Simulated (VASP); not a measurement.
PbSe: single point with LDA

The system is PbSe.

```
CELL_PARAMETERS angstrom
3.78432 0.00000 0.00000
0.00000 3.78432 0.00000
0.00000 0.00000 3.78432
ATOMIC_POSITIONS crystal
Pb 0.00000 0.00000 0.00000
Se 0.50000 0.50000 0.50000
```

Measurements of this composition are mostly on another form, of space group No. 225.

```
Program             : VASP 6.6.1
Task                : single point
Functional          : LDA
Potentials or basis : VASP PAW LDA potentials, release 64 (Pb_d, Se)
Cutoff              : 520 eV
k mesh              : 5 × 5 × 5
Occupations         : gaussian, width 0.01 eV
Spin                : no spin polarisation
```

```yaml
Pressure: -4.2 GPa
Band_gap_on_the_k_mesh: 0.13 eV, indirect (least direct gap 1.30 eV)
```

Levels at points of the mesh, in eV from the valence-band top:
| k point | band 6 | band 7 | band 8 | band 9 | band 10 | band 11 | band 12 | band 13 | band 14 | band 15 |
| --- | --- | --- | --- | --- | --- | --- | --- | --- | --- | --- |
| (0.00, 0.00, 0.00) | -13.17 | -7.13 | -1.45 | -1.45 | -1.45 | 5.11 | 5.11 | 5.96 | 5.96 | 5.96 |

Run time: 5.1 s on 1 thread of Intel(R) Xeon(R) Platinum 8488C (Sapphire Rapids), with other jobs on the host, peak memory 0.13 GiB.

Caveat: spin-orbit coupling is left out, which as a rule narrows the gap of such compounds by several tenths of an eV; an odd mesh through Γ misses points on the zone boundary, where band edges often lie.
